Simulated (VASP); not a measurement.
Output of a VASP run:

File OSZICAR:
```
       N       E                     dE             d eps       ncg     rms          rms(c)
DAV:   1     0.699692418190E+02    0.69969E+02   -0.73662E+03   754   0.119E+03
DAV:   2    -0.135925421571E+01   -0.71328E+02   -0.68764E+02   799   0.233E+02
DAV:   3    -0.530642106716E+01   -0.39472E+01   -0.39352E+01   944   0.572E+01
DAV:   4    -0.536081428145E+01   -0.54393E-01   -0.54386E-01   987   0.669E+00
DAV:   5    -0.536132874101E+01   -0.51446E-03   -0.51446E-03   934   0.485E-01    0.451E+00
RMM:   6    -0.519921200584E+01    0.16212E+00   -0.59083E-01   754   0.869E+00    0.333E+00
RMM:   7    -0.518588412215E+01    0.13328E-01   -0.78335E-02   754   0.336E+00    0.141E+00
RMM:   8    -0.518650559453E+01   -0.62147E-03   -0.16258E-02   754   0.101E+00    0.429E-01
RMM:   9    -0.518645425811E+01    0.51336E-04   -0.33786E-03   763   0.706E-01    0.139E-01
RMM:  10    -0.518644710655E+01    0.71516E-05   -0.77346E-04   768   0.325E-01    0.534E-02
RMM:  11    -0.518648143559E+01   -0.34329E-04   -0.13195E-04   762   0.111E-01    0.174E-02
RMM:  12    -0.518648812892E+01   -0.66933E-05   -0.24845E-05   536   0.489E-02
   1 F= -.51864881E+01 E0= -.51864881E+01  d E =-.518649E+01
```

OUTCAR:
```
------------------------ aborting loop because EDIFF is reached ----------------------------------------
  FORCE on cell =-STRESS in cart. coord.  units (eV):
  Direction    XX          YY          ZZ          XY          YZ          ZX
  --------------------------------------------------------------------------------------
  Total       -0.0413374     -0.0413374     -0.0413374     -0.0000000     -0.0000000     -0.0000000
  in kB       -1.1194649     -1.1194649     -1.1194649     -0.0000000     -0.0000000     -0.0000000
  external PRESSURE =      -1.1194649 kB  Pullay stress =       0.0000000 kB
  volume of cell :       59.16
      direct lattice vectors                 reciprocal lattice vectors
     0.000000000  3.092700182  3.092700182    -0.161671022  0.161671022  0.161671022
     3.092700182  0.000000000  3.092700182     0.161671022 -0.161671022  0.161671022
     3.092700182  3.092700182  0.000000000     0.161671022  0.161671022 -0.161671022
 POSITION                                       TOTAL-FORCE (eV/Angst)
 -----------------------------------------------------------------------------------
      0.00000      0.00000      0.00000         0.000000      0.000000     -0.000000
      4.63905      4.63905      4.63905        -0.000000     -0.000000      0.000000
 -----------------------------------------------------------------------------------
    total drift:                                0.000008      0.000008      0.000010
  FREE ENERGIE OF THE ION-ELECTRON SYSTEM (eV)
  ---------------------------------------------------
  free  energy   TOTEN  =        -5.1864881289 eV

  energy  without entropy=       -5.1864881289  energy(sigma->0) =       -5.18648813

 reached required accuracy - stopping structural energy minimisation
```
(Selected blocks of OUTCAR.)

**POSCAR**
```
ZnTe
1
    0.0000000000     3.0927001816     3.0927001816
    3.0927001816     0.0000000000     3.0927001816
    3.0927001816     3.0927001816     0.0000000000
Zn Te
1 1
Direct
  0.0000000000   0.0000000000   0.0000000000
  0.7500000000   0.7500000000   0.7500000000
```

### Question
Write an INCAR and KPOINTS that could have produced this output.

### Answer
This is not unique; one that fits is the input of the run itself, PBE GGA, plane waves, VASP's PBE PAW potentials (set 64).

**KPOINTS**
```
Automatic mesh
0
Gamma
8 8 8
0 0 0
```

**INCAR**
```
# general
SYSTEM =ZnTe
PREC   =Normal
ENCUT  =400
LREAL  =.False.   # projection in real space or not
LASPH  =.True.   # aspherical one-centre terms

# electronic loop
EDIFF  =1E-5
NELM   =100   # most electronic steps
NELMIN =4
ALGO   =Fast
LMAXMIX=4   # l cut-off of mixed one-centre charges

# smearing
ISMEAR =0   # Gaussian
SIGMA  =0.05

# functional
GGA    =PE   # PBE

# ions
IBRION =2   # conjugate gradients
NSW    =20   # most ionic steps
ISIF   =2
EDIFFG =-0.03

# output
LWAVE  =.False.
LCHARG =.False.
```

POTCAR, in this order: Zn Te (PBE.64 set). Program: vasp_std.

The compound is ZnTe in the zinc blende structure. It was relaxed first.
